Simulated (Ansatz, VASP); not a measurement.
## HgTe: VASP beside Ansatz

Contents of INCAR:

```
SYSTEM = HgTe
  ALGO = Normal
  EDIFF = 1E-7
  ENCUT = 520
  GGA = PE
  ISIF = 2
  ISMEAR = -1
  LASPH = .True.
  LCHARG = .False.
  LREAL = .False.
  LWAVE = .False.
  NBANDS = 16
  NELM = 80
  PREC = Accurate
  SIGMA = 0.05
```

File KPOINTS:

```
k-points
0
Gamma
  10 10 10
  0 0 0
```

The input POSCAR:

```
HgTe
1.0
   -3.0856813198      3.0856813198      1.5799309059
    3.0856813198     -3.0856813198      1.5799309059
    3.0856813198      3.0856813198     -1.5799309059
Hg Te
1 1
Direct
    0.7500000000      0.2500000000      0.5000000000
    0.0000000000      0.0000000000      0.0000000000
```

The input input.yaml:

```yaml
crystal:
  lattice:
    - [-3.0856813198, 3.0856813198, 1.5799309059]
    - [3.0856813198, -3.0856813198, 1.5799309059]
    - [3.0856813198, 3.0856813198, -1.5799309059]
  atoms:
    - { symbol: Hg, position: [0.75, 0.25, 0.5] }
    - { symbol: Te, position: [0.0, 0.0, 0.0] }
hamiltonian:
  xc: pbe
  pseudopotentials: { kind: paw }
kpoints:
  mp_grid: { grid: [10, 10, 10] }
scf:
  occupations: { method: fermi_dirac, width: 0.05 }
output:
  forces: true
  stress: true
  eigenvalues: true
  write_density: true
  write_potential: true
  elf: true
  volumetric_format: npy
```

Change from the starting cell: volume scaled by 1.04.

Alike in both runs: task single point; functional PBE; k mesh 10 × 10 × 10; occupations fermi-dirac, width 0.05 eV; no spin polarisation.

|  | VASP | Ansatz |
| --- | --- | --- |
| version | VASP 6.6.1 | Ansatz 0.2.0 |
| potentials or method | VASP PAW PBE potentials, release 64 (Hg, Te) | Ansatz PAW |
| plane-wave cutoff (eV) | 520 | 420 |
| valence electrons in the cell | 18 | 36 |

|  | VASP | Ansatz | Ansatz less VASP |
| --- | --- | --- | --- |
| gap on the k mesh at the Fermi level (eV) | none | none | - |
| pressure (GPa) | -1.4 | -1.5 | -0.05 |
| largest component of the traceless stress (GPa) | 2.51 | 2.53 | +0.014 |

A gap of «none» marks a metal or a gap that the smearing closes. The two sets of potentials don't hold the same shells in valence.

Spin-orbit coupling is left out, which matters for the levels of Hg, Te.
